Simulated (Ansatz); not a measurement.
# Te2Mo in Ansatz: notebook

The runs below take Te2Mo through relaxation of cell and atoms, with revPBE+D4, revPBE.

Program: Ansatz 0.2.0. These are calculated values, not measurements. Logs are shortened: lines on timing, memory, paths and dates and some standing lists are left out, and cuts for length are marked.

### Step 1. The slab as given

The cell holds a slab with vacuum, 12 atoms: a = 3.561 Å, b = 3.561 Å, c = 38.990 Å, α = 90.00°, β = 90.00°, γ = 120.00°.

### Step 2. Relaxation of cell and atoms, revPBE+D4

input.yaml reads:

```yaml
crystal:
  lattice:
    - [3.5613831954, 0.0, 0.0]
    - [-1.7806915977, 3.0842483198, 0.0]
    - [0.0, 0.0, 38.99026814]
  atoms:
    - { symbol: Te, position: [0.3333333333, 0.6666666667, 0.32822317] }
    - { symbol: Te, position: [0.3333333333, 0.6666666667, 0.95181809] }
    - { symbol: Te, position: [0.6666666667, 0.3333333333, 0.14008092] }
    - { symbol: Te, position: [0.6666666667, 0.3333333333, 0.76363067] }
    - { symbol: Te, position: [0.6666666667, 0.3333333333, 0.04818191] }
    - { symbol: Te, position: [0.6666666667, 0.3333333333, 0.67177683] }
    - { symbol: Te, position: [0.3333333333, 0.6666666667, 0.23636933] }
    - { symbol: Te, position: [0.3333333333, 0.6666666667, 0.85991908] }
    - { symbol: Mo, position: [0.6666666667, 0.3333333333, 0.282338] }
    - { symbol: Mo, position: [0.6666666667, 0.3333333333, 0.90585884] }
    - { symbol: Mo, position: [0.3333333333, 0.6666666667, 0.09414116] }
    - { symbol: Mo, position: [0.3333333333, 0.6666666667, 0.717662] }
hamiltonian:
  xc: revpbe
  pseudopotentials: { kind: paw }
  dispersion: d4
kpoints:
  mp_grid: { grid: [9, 9, 1] }
scf:
  occupations: { method: fermi_dirac, width: 0.05 }
output:
  forces: true
  stress: true
  eigenvalues: true
  write_density: true
  write_potential: true
  elf: true
  volumetric_format: npy
relax:
  f_tol: 0.01
  max_steps: 40
  cell: { stress_tol: 0.05 }
```

Potentials or basis: Ansatz PAW.

Command:

```console
ansatz run input.yaml --threads 4 --pin off --max-ram 11264MiB --backend cpu --events-out ev --progress --plain --runs-dir out
```

The program printed:

```text
Warning: RAYON_NUM_THREADS=4 ignored (pool sized by the plan → 4); use --threads N
Engine: ansatz 0.2.0, aarch64-unknown-linux-gnu
Pseudopotentials: kind: paw
Pseudopotential: Te, paw, valence charge 16, recommended cutoff 420 eV (normal), Te.paw.azcp
Pseudopotential: Mo, paw, valence charge 14, recommended cutoff 420 eV (normal), Mo.paw.azcp
Functional definition: revPBE
  parameter kappa = 1.245
  parameter beta = 0.06672455060314922
  exchange = pbe_x(kappa = kappa, mu = beta*pi^2/3)
  correlation = pbe_c(beta = beta)
Crystal: 12 atoms, lattice volume = 428.277 Å³
Basis set: ecut = 420 eV, 8237 PW (Γ), exchange–correlation on 48×48×540 points (8 copies of the dense FFT grid, shifted against one another)
Bands: 111, of which v1, the nominal top of the filled ones, is band 92 counted from 1 (91 counted from 0)
Symmetry: 12 space group operations
Space group: P-3m1 (ITA 164), of the structure as read, at distance tolerance 7.5e-5 Å
k-points: 12 of 81
Non-local potential: Te, projectors of the file, l = 0: 2, l = 1: 2, l = 2: 2, l = 3: 2
Non-local potential: Mo, projectors of the file, l = 0: 3, l = 1: 2, l = 2: 2, l = 3: 1
PAW form: soft (Blöchl's): semilocal exchange-correlation on the pseudo side does not see the compensation charge
PAW frozen core: Te, regenerated for the run's functional, and the local potential with it (the file was generated under x = pbe(κ = 0.804, μ = 0.2195149727645171), c = pbe(β = 0.06672455060314922))
PAW frozen core: Mo, regenerated for the run's functional, and the local potential with it (the file was generated under x = pbe(κ = 0.804, μ = 0.2195149727645171), c = pbe(β = 0.06672455060314922))
PAW one-centre angular grid: Te, 590 points (default); XC on 64 Gauss nodes
PAW one-centre angular grid: Mo, 590 points (default); XC on 64 Gauss nodes
Initial density: superposition of atomic densities (neutral atoms: chi_scale 0, normalization atom), corrected by the library's trained network
Initial wavefunctions: pseudopotential atomic-orbital guess
Functional: x = revpbe(κ = 1.245, μ = 0.2195149727645171), c = pbe(β = 0.06672455060314922)
SCF iter   1: F=—  HF=-75746.941138 eV  |F-HF|=—  |Δ(HF+E_count)|=         —  Δρ=4.12e-3  dr2=1.25e-1  ethr=1.77e-3  ⟨swp⟩=7.6  Hψ=5173  notcnv=0  defer=6
preconditioner: auto → Resta (q_TF=auto, 2.370 Å⁻¹)  ε∞=5.6  [insulator: Δε(μ)=0.938 eV  Ē_g=7.109 eV  σ=0.050 eV  W_gap=1.00  n_scr=118 (ndim 8)  ℏωp=15.2 eV  f_vac=0.274  D(μ)=0.00/eV (n_scr^D=0)  ε∞_Penn≈5.6  vacuum switching on, ρ_ref=3.7e-3 e/Å³]
SCF iter   2: F=—  HF=-75746.949661 eV  |F-HF|=—  |Δ(HF+E_count)|=   8.52e-3  Δρ=2.38e-3  dr2=2.55e-2  ethr=6.79e-5  ⟨swp⟩=2.2  Hψ=2139  notcnv=0  defer=62
SCF iter   3: F=—  HF=-75746.953899 eV  |F-HF|=—  |Δ(HF+E_count)|=   4.24e-3  Δρ=1.46e-3  dr2=5.80e-3  ethr=1.38e-5  ⟨swp⟩=2.0  Hψ=1460  notcnv=0  defer=62
SCF iter   4: F=—  HF=-75746.958124 eV  |F-HF|=—  |Δ(HF+E_count)|=   4.23e-3  Δρ=6.75e-4  dr2=4.85e-3  ethr=3.15e-6  ⟨swp⟩=2.0  Hψ=1620  notcnv=0  defer=62
SCF iter   5: F=—  HF=-75746.958337 eV  |F-HF|=—  |Δ(HF+E_count)|=   2.12e-4  Δρ=1.27e-4  dr2=1.35e-4  ethr=2.64e-6  ⟨swp⟩=2.0  Hψ=1431  notcnv=0  defer=62
SCF iter   6: F=—  HF=-75746.958395 eV  |F-HF|=—  |Δ(HF+E_count)|=   5.87e-5  Δρ=5.44e-5  dr2=3.29e-5  ethr=7.34e-8  ⟨swp⟩=2.0  Hψ=1702  notcnv=0  defer=62
[... 110 lines left out ...]
Internal energy: -75747.364942 eV  (E = F + TS)
E sigma→0 (E₀):  -75747.365005 eV
Entropy (-TS):   -0.000125 eV (-0.010 meV/atom)
Fermi energy:    9.119271 eV
--- Per-component energies (eV) ---
  E_band       = -2989.970281
  E_kinetic    = 3220.481566
  E_local      = -143508.939039  (includes V_loc(G=0)·N_el)
  E_nonlocal   = -1913.558952
  E_hartree    = 72290.825733
  E_xc         = -1734.574691
  E_vxc        = -1755.374841  (∫ρ·V_xc dr)
  E_paw        = -50177.167019  (= ΣΔE_a)
  E_vpaw       = -3614.227518  (= ΣTr[D̂ρ^β])
  E_aug_tail   = -0.001195  (compensation charges beyond the density's cutoff)
  E_ewald      = 46086.633498
  E_disp       = -10.579924  (pairwise vdW)
  E_core_change = -0.484920  (= ΣΔE_core)
  E_smearing   = -0.000125  (= −TS)
  E_closure    = -0.000000  (closes the sum)
  Σ components = -75747.365068   (vs F -75747.365068, Δ=0.00e0)
--- Forces (eV/Å), atoms counted from 1 ---
  atom   1  Te    -0.00000000     0.00000000    -0.00021228
  atom   2  Te     0.00000000     0.00000000     0.00043258
  atom   3  Te    -0.00000000     0.00000000     0.00103900
  atom   4  Te    -0.00000000    -0.00000000    -0.00016341
  atom   5  Te     0.00000000     0.00000000    -0.00043258
  atom   6  Te     0.00000000    -0.00000000     0.00021228
  atom   7  Te    -0.00000000     0.00000000     0.00016341
  atom   8  Te     0.00000000     0.00000000    -0.00103900
  atom   9  Mo     0.00000000    -0.00000000     0.00156546
  atom  10  Mo     0.00000000     0.00000000    -0.00031606
  atom  11  Mo     0.00000000     0.00000000     0.00031606
  atom  12  Mo    -0.00000000     0.00000000    -0.00156546
  max |Σ_I F_I| component: 6.94e-18 eV/Å
--- Stress (GPa, compression-positive) ---
        0.001492       0.000000      -0.000000
        0.000000       0.001492       0.000000
       -0.000000       0.000000      -0.005359
  P = ⅓ Tr σ = -0.0008 GPa (-0.008 kbar)
--- Band table (eV; the first three rows and the last of 12) ---
  k-point 0: bands = ["-52.1062", "-52.1062", "-52.1057", "-52.1057", "-28.0823", "-28.0823", "-28.0819", "-28.0819", "-28.0717", "-28.0717", "-28.0714", "-28.0714", "-28.0673", "-28.0673", "-28.0673", "-28.0673", "-28.0409", "-28.0409", "-28.0409", "-28.0409", "-28.0187", "-28.0187", "-28.0171", "-28.0171", "-28.0088", "-28.0088", "-28.0069", "-28.0069", "-28.0027", "-28.0027", "-28.0027", "-28.0027", "-27.9994", "-27.9985", "-27.9913", "-27.9900", "-27.9850", "-27.9850", "-27.9650", "-27.9650", "-27.9650", "-27.9650", "-27.9420", "-27.9420", "-26.2853", "-26.2853", "-26.2833", "-26.2832", "-26.1185", "-26.1185", "-26.1185", "-26.1185", "-26.1145", "-26.1145", "-26.1145", "-26.1145", "-4.5073", "-4.3983", "-4.2367", "-4.0778", "-3.6369", "-3.4019", "-3.1846", "-3.0379", "2.6599", "3.0153", "3.5208", "4.0238", "5.5847", "6.2472", "6.9299", "6.9299", "6.9414", "6.9414", "6.9575", "6.9585", "6.9585", "6.9597", "6.9597", "7.5875", "7.7006", "7.7006", "7.7079", "7.7215", "7.7215", "7.7422", "7.7422", "7.7501", "7.7501", "8.7280", "8.7671", "8.7850", "11.6251", "11.6251", "11.6585", "11.6585", "11.7169", "11.7169", "11.8162", "11.8162", "11.9019", "11.9019", "12.0126", "12.0126", "12.1094", "12.1094", "12.1725", "12.1725", "12.5778", "12.8983", "14.3191"]
  k-point 1: bands = ["-52.1050", "-52.1050", "-52.1044", "-52.1044", "-28.0812", "-28.0808", "-28.0793", "-28.0789", "-28.0736", "-28.0732", "-28.0690", "-28.0687", "-28.0672", "-28.0672", "-28.0644", "-28.0644", "-28.0416", "-28.0416", "-28.0381", "-28.0381", "-28.0198", "-28.0194", "-28.0181", "-28.0181", "-28.0121", "-28.0103", "-28.0091", "-28.0071", "-28.0047", "-28.0047", "-28.0033", "-28.0033", "-27.9979", "-27.9972", "-27.9897", "-27.9886", "-27.9838", "-27.9838", "-27.9673", "-27.9673", "-27.9656", "-27.9656", "-27.9407", "-27.9407", "-26.2767", "-26.2767", "-26.2748", "-26.2747", "-26.1363", "-26.1363", "-26.1323", "-26.1323", "-26.1219", "-26.1219", "-26.1179", "-26.1179", "-4.3275", "-4.2206", "-4.0612", "-3.9013", "-3.4979", "-3.2690", "-3.0601", "-2.9201", "2.8549", "3.2001", "3.6964", "4.2042", "5.5050", "6.1111", "6.5258", "6.5447", "6.5745", "6.5844", "6.7196", "7.0561", "7.0683", "7.0854", "7.1059", "7.1104", "7.4656", "7.4929", "7.5190", "7.5305", "7.6046", "7.6344", "7.6631", "7.8466", "7.8486", "8.5755", "8.6355", "8.7305", "11.1064", "11.1112", "11.1206", "11.1627", "11.1719", "11.2446", "11.2869", "11.3045", "11.4101", "11.4852", "11.5870", "11.7911", "11.8151", "11.9380", "11.9971", "12.0278", "12.8074", "13.1361", "14.5789"]
  k-point 2: bands = ["-52.1019", "-52.1019", "-52.1014", "-52.1014", "-28.0795", "-28.0794", "-28.0782", "-28.0775", "-28.0718", "-28.0715", "-28.0682", "-28.0682", "-28.0621", "-28.0618", "-28.0570", "-28.0570", "-28.0434", "-28.0434", "-28.0311", "-28.0311", "-28.0222", "-28.0208", "-28.0205", "-28.0204", "-28.0199", "-28.0176", "-28.0100", "-28.0093", "-28.0093", "-28.0079", "-28.0049", "-28.0047", "-27.9947", "-27.9944", "-27.9857", "-27.9848", "-27.9811", "-27.9811", "-27.9720", "-27.9720", "-27.9670", "-27.9670", "-27.9373", "-27.9373", "-26.2553", "-26.2553", "-26.2534", "-26.2534", "-26.1812", "-26.1812", "-26.1771", "-26.1771", "-26.1304", "-26.1304", "-26.1264", "-26.1264", "-3.8138", "-3.7145", "-3.5645", "-3.4036", "-3.1011", "-2.8931", "-2.7106", "-2.5912", "3.3631", "3.6648", "4.1083", "4.6094", "5.2229", "5.4499", "5.4983", "5.6145", "5.6482", "5.8093", "6.0186", "6.0710", "6.9566", "6.9915", "7.0313", "7.0544", "7.1910", "7.2684", "7.4371", "7.4433", "7.4745", "7.5074", "7.5208", "7.6720", "7.6914", "7.9046", "7.9447", "8.0247", "10.0894", "10.1886", "10.3411", "10.4894", "10.6965", "10.7065", "10.8219", "10.8602", "10.9806", "11.1098", "11.1186", "11.3551", "11.8422", "12.0310", "12.2111", "12.3306", "13.3877", "13.6890", "14.9491"]
  k-point 11: bands = ["-52.0945", "-52.0945", "-52.0940", "-52.0940", "-28.0864", "-28.0864", "-28.0675", "-28.0675", "-28.0643", "-28.0636", "-28.0585", "-28.0585", "-28.0581", "-28.0577", "-28.0503", "-28.0503", "-28.0384", "-28.0364", "-28.0323", "-28.0323", "-28.0269", "-28.0268", "-28.0264", "-28.0264", "-28.0181", "-28.0177", "-28.0145", "-28.0138", "-28.0138", "-28.0123", "-28.0097", "-28.0097", "-27.9903", "-27.9903", "-27.9766", "-27.9766", "-27.9758", "-27.9758", "-27.9747", "-27.9747", "-27.9731", "-27.9731", "-27.9303", "-27.9303", "-26.2404", "-26.2404", "-26.2362", "-26.2362", "-26.2046", "-26.2046", "-26.2029", "-26.2029", "-26.1985", "-26.1984", "-26.1942", "-26.1942", "-1.8070", "-1.8070", "-1.7710", "-1.7710", "-1.6456", "-1.6456", "-1.5971", "-1.5971", "3.6912", "3.7753", "3.8852", "3.8852", "3.8942", "3.9678", "3.9678", "4.0002", "4.3940", "4.5504", "4.6905", "4.7785", "4.9057", "4.9057", "5.1832", "5.1832", "5.6641", "5.6641", "5.9379", "5.9379", "6.6791", "6.6791", "6.8260", "6.8260", "8.3681", "8.4448", "8.5537", "8.6480", "9.7675", "9.7675", "9.7714", "9.7781", "9.7781", "10.0898", "10.4750", "10.8007", "11.0539", "11.0539", "11.1328", "11.1328", "12.4286", "12.4286", "12.6409", "12.6409", "13.0598", "13.4957", "14.0003"]
--- Relaxed structure (6 steps of the walk, 6 accepted, 1 SCFs on fresh bases) ---
  F+E_penalty+E_count = -75747.36506750 eV   max|allowed force component| = 1.565e-3 eV/Å   (the final SCF, on the basis selected at the relaxed cell)
  cell:  # Å, volume = 386.8911 Å³
    - [3.4883553815218042, 9.71561735156831e-34, -2.0802516278420116e-17]
    - [-1.7441776907609021, 3.02100437782604, 1.0401258139210058e-17]
    - [-2.2774737880876055e-16, 2.656586849645736e-33, 36.71273263728738]
  atoms:
    - { symbol: Te, position: [0.33333333333333337, 0.6666666666666667, 0.32621191458071186] }
    - { symbol: Te, position: [0.33333333333333337, 0.6666666666666667, 0.957333874456931] }
    - { symbol: Te, position: [0.6666666666666665, 0.33333333333333337, 0.14174704318300999] }
    - { symbol: Te, position: [0.6666666666666665, 0.33333333333333337, 0.7729462458193954] }
    - { symbol: Te, position: [0.6666666666666665, 0.33333333333333337, 0.04266612554306902] }
    - { symbol: Te, position: [0.6666666666666665, 0.33333333333333337, 0.6737880854192879] }
    - { symbol: Te, position: [0.33333333333333337, 0.6666666666666667, 0.2270537541806045] }
    - { symbol: Te, position: [0.33333333333333337, 0.6666666666666667, 0.85825295681699] }
    - { symbol: Mo, position: [0.6666666666666665, 0.33333333333333337, 0.27664781145334244] }
    - { symbol: Mo, position: [0.6666666666666666, 0.33333333333333337, 0.9077911437323887] }
    - { symbol: Mo, position: [0.33333333333333337, 0.6666666666666667, 0.09220885626761138] }
    - { symbol: Mo, position: [0.33333333333333337, 0.6666666666666667, 0.7233521885466576] }
```

Run time: 1.8 min. Hardware: 4 threads of Arm Neoverse V1, shared host; peak memory 1.5 GiB.

Results:

```yaml
Free_energy: -75747.3651 eV
Relaxed_volume: 32.24 Å³/atom
Relaxed_cell: a = 3.488 Å, b = 3.488 Å, c = 36.713 Å, α = 90.00°, β = 90.00°, γ = 120.00°
Space_group_after_relaxing_to_0.05_Å: P-3m1 (No. 164)
Energy_gained_by_relaxing: 33.9 meV/atom
Ionic_steps: 7
Band_gap_on_the_k_mesh: 0.70 eV, indirect (least direct gap 1.12 eV)
```

Step by step:
```
step  energy change (eV)  largest force (eV/Å)  volume (Å³)
   1              0.0000                0.2111       428.28
   2             -0.1546                0.3447       382.06
   3             -0.3967                0.2210       387.01
   4             -0.4123                0.0079       387.33
   5             -0.4124                0.0142       386.76
   6             -0.4125                0.0016       386.89
   7             -0.4066                0.0016       386.89
```

Final structure:
```
Te Mo
1.0
     3.48836    0.00000    0.00000
    -1.74418    3.02100    0.00000
     0.00000    0.00000   36.71273
Te Mo
8 4
Direct
  0.33333 0.66667 0.32621
  0.33333 0.66667 0.95733
  0.66667 0.33333 0.14175
  0.66667 0.33333 0.77295
  0.66667 0.33333 0.04267
  0.66667 0.33333 0.67379
  0.33333 0.66667 0.22705
  0.33333 0.66667 0.85825
  0.66667 0.33333 0.27665
  0.66667 0.33333 0.90779
  0.33333 0.66667 0.09221
  0.33333 0.66667 0.72335
```

Levels at points of the mesh, in eV from the valence-band top:
```tsv
k point	band 90	band 91	band 92	band 93	band 94	band 95
(0.00, 0.00, 0.00)	-0.06	-0.02	0.00	2.84	2.84	2.87
```

Caveat: odd divisions of the mesh miss points on the zone boundary, where band edges often lie, so the gap on the mesh can be too wide; the plane-wave basis is chosen anew once the cell has moved, so the energies of steps on either side of that aren't comparable; spin-orbit coupling is left out, which moves the levels of the heavy elements; the PAW data sets come from PBE, with cores solved anew for the run's functional, which leaves a small shift of forces and pressure. As with any semilocal functional, this revPBE gap is likely too small.

(Part 1 of 2 ends here.)
